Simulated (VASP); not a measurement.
Here is the system:

```
RuO2
1.0
    4.48061     0.00000     0.00000
    0.00000     4.48061     0.00000
    0.00000     0.00000     3.11457
Ru O
2 4
Direct
  0.00000   0.00000   0.00000
  0.50000   0.50000   0.50000
  0.30529   0.30529   0.00000
  0.80529   0.19471   0.50000
  0.19471   0.80529   0.50000
  0.69471   0.69471   0.00000
```

All values below come from r2SCAN meta-GGA, VASP's PBE PAW potentials (set 64) (plane waves; VASP). Settings: 520 eV cut-off, 8×8×11 Γ-centred mesh, tetrahedra with Blöchl corrections, potentials Ru_pv O.

The cores are frozen, which limits the accuracy of field gradients.

**Question.** Give the principal components of the electric field gradient (V/Å²) and the asymmetry η at each nucleus.

**Answer.** 
```tsv
atom	Vxx	Vyy	Vzz	η
Ru1	67.8	46.9	-114.7	0.18
Ru2	67.8	46.9	-114.7	0.18
O3	-14.1	-1.6	15.7	0.80
O4	-14.1	-1.6	15.7	0.80
O5	-14.1	-1.6	15.7	0.80
O6	-14.1	-1.6	15.7	0.80
```

The compound is RuO2 in the rutile structure. It was relaxed first.
